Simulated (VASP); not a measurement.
# K (Im-3m) in VASP: notebook

One crystal, K, is run at these levels: PBEsol, r2SCAN; tasks: single point.

All numbers are computed with VASP 6.6.1; they aren't measurements. Logs are shortened: lines on timing, memory, paths and dates and some standing lists are left out, and cuts for length are marked.

## 1. Starting point

The structure is cubic, space group Im-3m (No. 229). The conventional cell has a = 5.217 Å, b = 5.217 Å, c = 5.217 Å, α = 90.00°, β = 90.00°, γ = 90.00°.

## 2. Single point, PBEsol

Contents of INCAR:

```
SYSTEM = K
PREC = Accurate ; ENCUT = 520
EDIFF = 1E-6 ; ISMEAR = 0
SIGMA = 0.5 ; LREAL = .FALSE.
LASPH = .TRUE. ; NELM = 100
ALGO = Normal ; ISIF = 2
LWAVE = .FALSE. ; LCHARG = .FALSE.
GGA = PS
```

Contents of KPOINTS:

```
regular mesh
0
G
  12 12 12
  0 0 0
```

Contents of POSCAR:

```
K
1.0
   -2.6084600000      2.6084600000      2.6084600000
    2.6084600000     -2.6084600000      2.6084600000
    2.6084600000      2.6084600000     -2.6084600000
K
1
Direct
    0.0000000000      0.0000000000      0.0000000000
```

Potentials or basis: VASP PAW PBE potentials, release 64 (K_sv).

Command:

```bash
cat potpaw_PBE.64/K_sv/POTCAR > POTCAR
mpirun -np 1 vasp_std > vasp.out
```

OUTCAR:

```text
SYSTEM = K
   PREC = Accurate
   ENCUT = 520
   EDIFF = 1E-6
   ISMEAR = 0
   LREAL = .FALSE.
   LASPH = .TRUE.
   NELM = 100
   ISIF = 2
   GGA = PS

 ion  position               nearest neighbor table
   1  0.000  0.000  0.000-

  LATTYP: Found a body centered cubic cell.
 ALAT       =     5.2169200000

  Lattice vectors:

 A1 = (  -2.6084600000,   2.6084600000,   2.6084600000)
 A2 = (   2.6084600000,  -2.6084600000,   2.6084600000)
 A3 = (   2.6084600000,   2.6084600000,  -2.6084600000)

Analysis of symmetry for initial positions (statically):
=====================================================================
 Subroutine PRICEL returns:
 Original cell was already a primitive cell.

 Routine SETGRP: Setting up the symmetry group for a
 body centered cubic supercell.

 Subroutine GETGRP returns: Found 48 space group operations
 (whereof 48 operations were pure point group operations)
 out of a pool of 48 trial point group operations.

The static configuration has the point symmetry O_h .

Analysis of symmetry for dynamics (positions and initial velocities):
=====================================================================
 Subroutine PRICEL returns:
 Original cell was already a primitive cell.

 Routine SETGRP: Setting up the symmetry group for a
 body centered cubic supercell.

 Subroutine GETGRP returns: Found 48 space group operations
 (whereof 48 operations were pure point group operations)
 out of a pool of 48 trial point group operations.

The dynamic configuration has the point symmetry O_h .

 Subroutine INISYM returns: Found 48 space group operations
 (whereof 48 operations are pure point group operations),
 and found     1 'primitive' translations

----------------------------------------------------------------------------------------

                                     Primitive cell

  volume of cell :      70.9925

  direct lattice vectors                    reciprocal lattice vectors
    -2.608460000  2.608460000  2.608460000     0.000000000  0.191683982  0.191683982
     2.608460000 -2.608460000  2.608460000     0.191683982  0.000000000  0.191683982
     2.608460000  2.608460000 -2.608460000     0.191683982  0.191683982  0.000000000

  length of vectors
[... 79 lines left out ...]
   NELM   =    100;   NELMIN=  2; NELMDL= -5     # of ELM steps
   EDIFF  = 0.1E-05   stopping-criterion for ELM
   LREAL  =      F    real-space projection
   EDIFFG = 0.1E-04   stopping-criterion for IOM
   NSW    =      0    number of steps for IOM
   IBRION =     -1    ionic relax: 0-MD 1-quasi-New 2-CG
   NFREE  =      0    steps in history (QN), initial steepest desc. (CG)
   ISIF   =      2    stress and relaxation
   ISYM   =      2    0-nonsym 1-usesym 2-fastsym
   POTIM  = 0.5000    time-step for ionic-motion
   TEBEG  =    0.0;   TEEND  =   0.0 temperature during run
   PSTRESS=    0.0 pullay stress
   NELECT =       9.0000    total number of electrons
   NUPDOWN=      -1.0000    fix difference up-down
   EMIN   =  10.00;   EMAX   =-10.00  energy-range for DOS
   EFERMI =   0.00;   METHOD = LEGACY
   ISMEAR =     0;   SIGMA  =   0.50  broadening in eV -4-tet -1-fermi 0-gaus
   EFERMI_NEDOS =   21; number of points for ismear=-14 and -15
   IALGO  =     38    algorithm
   IMIX   =      4    mixing-type and parameters
     AMIX     =   0.40;   BMIX     =  1.00
     AMIX_MAG =   1.60;   BMIX_MAG =  1.00
  volume/ion in A,a.u.               =      70.99       479.08
  Fermi-wavevector in a.u.,A,eV,Ry     =   0.822403  1.554117  9.202261  0.676347
  Thomas-Fermi vector in A             =   1.933732
   LORBIT       =      0    0 simple, 1 ext, 2 COOP (PROOUT), +10 PAW based schemes
   GGA     = PS    functional components
   LHFCALC =     F    Hartree Fock is set to
   AEXX    =    0.0000 exact exchange contribution
   IVDW    =     0    specifies the selected vdW correction
   LEPSILON=     F    determine dielectric tensor
   LRPA    =     F    only Hartree local field effects (RPA)
 non-spin polarized calculation
 Gauss-broadening in eV      SIGMA  =   0.50
  energy-cutoff  :      520.00
  volume of cell :       70.99
 maximum number of plane-waves:      1961
 NGX is ok and might be reduce to    36
   NGX = 17   NGY = 17   NGZ = 17

 number of electron       9.0000000 magnetization

 Free energy of the ion-electron system (eV)
  ---------------------------------------------------
  ext. energy  EPLUGINS =         0.00000000
  ---------------------------------------------------
  free energy    TOTEN  =        -1.18127529 eV

  energy without entropy =       -1.08565305  energy(sigma->0) =       -1.13346417

 E-fermi :  -0.1064     XC(G=0):  -5.7847

 val. band max:       -0.1247057651   @ k =   0.2500   0.2500   0.0000
 cond. band min:      -0.0582944288   @ k =   0.3333   0.1667   0.0000
 fundamental gap:      0.0664113362
 Fermi energy:        -0.1063585723

 k-point     1 :       0.0000    0.0000    0.0000
  band No.  band energies     occupation
      1     -32.0592      2.00000
      2     -15.5666      2.00000
      3     -15.5666      2.00000
      4     -15.5666      2.00000
      5      -2.2992      2.00000
      6       4.2408      0.00000
      7       4.2408      0.00000
      8       4.2408      0.00000
[... 243 lines left out ...]
 k-point    24 :       0.4167    0.0833    0.0833
  band No.  band energies     occupation
      1     -32.0541      2.00000
      2     -15.6389      2.00000
      3     -15.5956      2.00000
      4     -15.5715      2.00000
      5       0.5316      0.07116
      6       0.6981      0.02288
      7       2.6961      0.00000
      8       4.6217      0.00000

 [... further k-points ...]

------------------------ aborting loop because EDIFF is reached ----------------------------------------

  FORCE on cell =-STRESS in cart. coord.  units (eV):
  Direction    XX          YY          ZZ          XY          YZ          ZX
  --------------------------------------------------------------------------------------
  -------------------------------------------------------------------------------------
  Total        0.0127231      0.0127231      0.0127231     -0.0000000     -0.0000000     -0.0000000
  in kB        0.2871379      0.2871379      0.2871379     -0.0000000     -0.0000000     -0.0000000
  external PRESSURE =       0.2871379 kB  Pullay stress =       0.0000000 kB

 VOLUME and BASIS-vectors are now :
 -----------------------------------------------------------------------------
  energy-cutoff  :      520.00
  volume of cell :       70.99
      direct lattice vectors                 reciprocal lattice vectors
    -2.608460000  2.608460000  2.608460000     0.000000000  0.191683982  0.191683982
     2.608460000 -2.608460000  2.608460000     0.191683982  0.000000000  0.191683982
     2.608460000  2.608460000 -2.608460000     0.191683982  0.191683982  0.000000000

 POSITION                                       TOTAL-FORCE (eV/Angst)
 -----------------------------------------------------------------------------------
      0.00000      0.00000      0.00000         0.000000      0.000000     -0.000000
 -----------------------------------------------------------------------------------
    total drift:                               -0.000000      0.000000      0.000000

  FREE ENERGIE OF THE ION-ELECTRON SYSTEM (eV)
  ---------------------------------------------------
  free  energy   TOTEN  =        -1.1812752904 eV

  energy  without entropy=       -1.0856530498  energy(sigma->0) =       -1.13346417
```

OSZICAR:

```text
N       E                     dE             d eps       ncg     rms          rms(c)
DAV:   1     0.468549774316E+02    0.46855E+02   -0.36612E+03  1152   0.859E+02
DAV:   2     0.252026257530E+00   -0.46603E+02   -0.46262E+02  1168   0.213E+02
DAV:   3    -0.115175599235E+01   -0.14038E+01   -0.13999E+01  1904   0.346E+01
DAV:   4    -0.118343154365E+01   -0.31676E-01   -0.31616E-01  1816   0.371E+00
DAV:   5    -0.118358016522E+01   -0.14862E-03   -0.14861E-03  1928   0.232E-01    0.206E+00
DAV:   6    -0.118168176189E+01    0.18984E-02   -0.36638E-03  1920   0.497E-01    0.133E+00
DAV:   7    -0.118125203297E+01    0.42973E-03   -0.63402E-03  1704   0.604E-01    0.876E-02
DAV:   8    -0.118126076000E+01   -0.87270E-05   -0.43322E-04  1880   0.268E-01    0.295E-02
DAV:   9    -0.118127730976E+01   -0.16550E-04   -0.18477E-05  1632   0.492E-02    0.202E-02
DAV:  10    -0.118127555594E+01    0.17538E-05   -0.86069E-06  1928   0.269E-02    0.330E-03
DAV:  11    -0.118127529039E+01    0.26555E-06   -0.12034E-07  1080   0.366E-03
   1 F= -.11812753E+01 E0= -.11334642E+01  d E =-.956222E-01
```

Wall time 13 s (1 thread of Intel Xeon 6975P-C (Granite Rapids), shared host); peak memory 0.21 GiB.

What came out:

* Free energy: -1.1813 eV
* Pressure: 0.0 GPa
* Band gap on the k mesh: none (metal or under the smearing width)

Caveat: the PAW data sets were made with another functional, which shifts forces and pressure a little.

## 3. Single point, PBEsol

Contents of INCAR:

```
SYSTEM = K
PREC = Accurate ; ENCUT = 900
EDIFF = 1E-6 ; ISMEAR = 0
SIGMA = 0.1 ; LREAL = .FALSE.
LASPH = .TRUE. ; NELM = 100
ALGO = Normal ; ISIF = 2
LWAVE = .FALSE. ; LCHARG = .FALSE.
GGA = PS
```

KPOINTS is that of step 2.

POSCAR is that of step 2.

Potentials or basis: VASP PAW PBE potentials, release 64 (K_sv).

Command:

```bash
cat potpaw_PBE.64/K_sv/POTCAR > POTCAR
mpirun -np 1 vasp_std > vasp.out
```

Wall time 32 s (1 thread of Intel Xeon 6975P-C (Granite Rapids), shared host); peak memory 0.36 GiB.

The run converged. Its results:

| Item | Value |
| --- | --- |
| Free energy | -1.1345 eV |
| Pressure | 0.0 GPa |
| Band gap on the k mesh | none (metal or under the smearing width) |

Levels at points of the mesh, in eV from the Fermi level:
```
           k point  band 1  band 2  band 3  band 4  band 5  band 6  band 7  band 8
(0.00, 0.00, 0.00)  -31.96  -15.46  -15.46  -15.46   -2.20    4.34    4.34    4.34
(0.50, 0.00, 0.00)  -31.95  -15.54  -15.49  -15.46    0.46    0.72    3.19    4.96
(0.50, 0.50, 0.50)  -31.95  -15.52  -15.52  -15.52    1.67    1.67    3.58    3.58
```

Caveat: the PAW data sets were made with another functional, which shifts forces and pressure a little.

## 4. Single point, r2SCAN

Contents of INCAR:

```
SYSTEM = K
PREC = Accurate ; ENCUT = 520
EDIFF = 1E-6 ; ISMEAR = 0
SIGMA = 0.1 ; LREAL = .FALSE.
LASPH = .TRUE. ; NELM = 100
ALGO = Normal ; ISIF = 2
LWAVE = .FALSE. ; LCHARG = .FALSE.
METAGGA = R2SCAN ; LMIXTAU = .TRUE.
```

KPOINTS is that of step 3.

POSCAR is that of step 3.

Command:

```bash
cat potpaw_PBE.64/K_sv/POTCAR > POTCAR
mpirun -np 1 vasp_std > vasp.out
```

Run time: 1.7 min. Hardware: 1 thread of Intel Xeon 6975P-C (Granite Rapids), shared host; peak memory 0.23 GiB.

It converged, with:

```
Free energy            : -6.0079 eV
Pressure               : 0.3 GPa
Band gap on the k mesh : none (metal or under the smearing width)
```

Levels at points of the mesh, in eV from the Fermi level:
```
           k point  band 1  band 2  band 3  band 4  band 5  band 6  band 7  band 8
(0.00, 0.00, 0.00)  -33.61  -16.28  -16.28  -16.28   -2.34    4.81    4.81    4.81
(0.50, 0.00, 0.00)  -33.61  -16.36  -16.31  -16.28    0.58    0.68    3.52    5.53
(0.50, 0.50, 0.50)  -33.60  -16.34  -16.34  -16.34    1.78    1.78    3.89    3.89
```

Caveat: the PAW data sets were made with another functional, which shifts forces and pressure a little.

## 5. The runs side by side

| level | cutoff (eV) | smearing | gap on the mesh (eV) | pressure (GPa) |
| --- | --- | --- | --- | --- |
| PBEsol | 520 | gaussian 0.5 eV | none | 0.0 |
| PBEsol | 900 | gaussian 0.1 eV | none | 0.0 |
| r2SCAN | 520 | gaussian 0.1 eV | none | 0.3 |

Alike in all rows: task single point; potentials or basis VASP PAW PBE potentials, release 64 (K_sv); no spin polarisation; cell as given; k mesh 12 × 12 × 12.

Every run on the cell as given and a fine mesh finds a metal.

Caveats: the PAW data sets were made with another functional, which shifts forces and pressure a little.

Absolute energies hang on the potentials; compare differences alone.
